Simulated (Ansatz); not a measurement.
CoSi under changes of volume

One of the cells (10.758 Å³/atom); the others are scaled copies at fixed shape and fractional positions:

```
Co Si
1.0
     2.78133    0.00000    0.00000
     0.00000    2.78133    0.00000
     0.00000    0.00000    2.78133
Co Si
1 1
Direct
  0.00000 0.00000 0.00000
  0.50000 0.50000 0.50000
```

Measurements of this composition are mostly on another form, of space group No. 198.

| Item | Value |
| --- | --- |
| Program | Ansatz 0.2.0 |
| Functional | PBE |
| Potentials or basis | all-electron LAPW, scalar-relativistic |
| Cutoff | 295 eV (chosen from the basis error) |
| Basis error allowed | 0.0005 eV/atom |
| k mesh | 10 × 10 × 10 |
| Occupations | fermi-dirac, width 0.05 eV |
| Spin | collinear spin, ferromagnetic start |
| Starting moments | [2.0, 0.0] μB |

```tsv
volume (Å³/atom)	energy over the lowest point (meV/atom)	pressure (GPa)	moment (μB per cell)
10.112	31.86	15.8	0.52
10.328	14.41	10.3	0.53
10.543	3.98	5.3	0.54
10.758	0.00	0.8	0.56
10.973	1.84	-3.4	0.56
11.188	?	?	?
11.403	20.91	-10.2	0.60
```

**Question.** What does the run at 11.188 Å³/atom give?

**Answer.** Energy over the lowest point 9.02 meV/atom; pressure -7.1 GPa; moment 0.58 μB per cell.

Worked out: A Birch-Murnaghan fit of order 3 (a polynomial in V^(-2/3)) to the other rows has its minimum at 10.80 Å³/atom with B0 = V·E''(V) = 214 GPa and B' = 3.6. It gives 8.95 meV/atom at 11.188 Å³/atom, against the run's 9.02, and -dE/dV = -7.2 GPa, against -7.1. A parabola through the other rows of the moment, of slope 0.0738 μB per Å³/atom there, gives 0.58 μB, against the run's 0.58.

Energies are extrapolated to zero smearing.
